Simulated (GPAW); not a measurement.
Input of a GPAW 26.7.0 run:

The input run.py:

```python
import numpy as np
from ase.dft.bandgap import bandgap
from ase.io import read, write
from ase.units import GPa
from gpaw import GPAW, PW
from gpaw.spinorbit import soc_eigenstates

atoms = read('POSCAR')

calc = GPAW(mode=PW(600),
            xc='M06-L',
            kpts={'size': (5, 5, 3), 'gamma': True},
            occupations={'name': 'fermi-dirac', 'width': 0.05},
            nbands=31,
            convergence={'density': 1e-05, 'energy': 1e-05},
            maxiter=150,
            txt='gpaw.txt')
atoms.calc = calc
energy = atoms.get_potential_energy()
forces = atoms.get_forces()
stress = atoms.get_stress()
calc.write('gs.gpw')
write('result.traj', atoms)
print(f'Energy: {energy:.6f} eV')
print('Forces (eV/A):')
print(forces.round(4))
print('Stress (GPa):', (stress / GPa).round(3))
print('Fermi level:', round(calc.get_fermi_level(), 4), 'eV')
print(f'Gap: {bandgap(calc)[0]:.4f} eV, direct: {bandgap(calc, direct=True)[0]:.4f} eV')

path = atoms.cell.bandpath('GMKGALHA,LM,KH', npoints=100, eps=1e-4)
bs_calc = calc.fixed_density(kpts=path, symmetry='off', nbands=52,
                             convergence={'bands': 'CBM+6.0', 'eigenstates': 1e-6}, txt='bands.txt')
bs = bs_calc.band_structure()
bs.write('bs.json')
print(f'Gap on the path: {bandgap(bs_calc)[0]:.4f} eV')

soc = soc_eigenstates(bs_calc, theta=0, phi=0, ignore_xc_potential=True)
np.savetxt('soc_bands.dat', soc.eigenvalues(), fmt='%.4f')
mesh = soc_eigenstates('gs.gpw', theta=0, phi=0, ignore_xc_potential=True)
np.savetxt('soc_mesh.dat', mesh.eigenvalues(), fmt='%.4f')
print('Fermi level with spin-orbit coupling:', round(mesh.fermi_level, 4), 'eV')
```

POSCAR

```
CdSe
1.0
    4.3000000000      0.0000000000      0.0000000000
   -2.1500000000      3.7239092363      0.0000000000
    0.0000000000      0.0000000000      7.0200000000
Cd Se
2 2
Direct
    0.6666666667      0.3333333333      0.5000000000
    0.3333333333      0.6666666667      0.0000000000
    0.6666666667      0.3333333333      0.8850000000
    0.3333333333      0.6666666667      0.3850000000
```

Potentials or basis: GPAW PAW data sets (gpaw-data 1.2.1), pw.

The run is started by

```sh
$ OMP_NUM_THREADS=1 python run.py
```

Q: What does it give for the band gap on the k mesh?

A: 1.01 eV, direct.

Q: Predict the largest force.

A: 0.247 eV/Å.

Q: What does it give for the pressure?

A: 3.3 GPa.

Forces in eV/Å, atoms in the order of the input:
```
Cd   0.000  0.000  0.247
Cd   0.000  0.000  0.247
Se   0.000  0.000 -0.235
Se   0.000  0.000 -0.235
```

Caveat: spin-orbit coupling was added after a scalar SCF, so levels and gaps hold it while energy, forces, pressure and moments don't; this program's spin-orbit splittings come out too wide for heavy elements; the PAW data sets were made with another functional, which shifts forces and pressure a little.

**What was measured.**

From a printed reference work, data compilation, for a bulk crystal of CdSe at 2 K: band gap 1.841 eV.

Measured gap of CdSe: 1.841 eV (2 K; a printed reference work, data compilation). This calculation gives 1.01 eV (-0.83 eV). The value is that of M06-L, without temperature or zero-point motion.
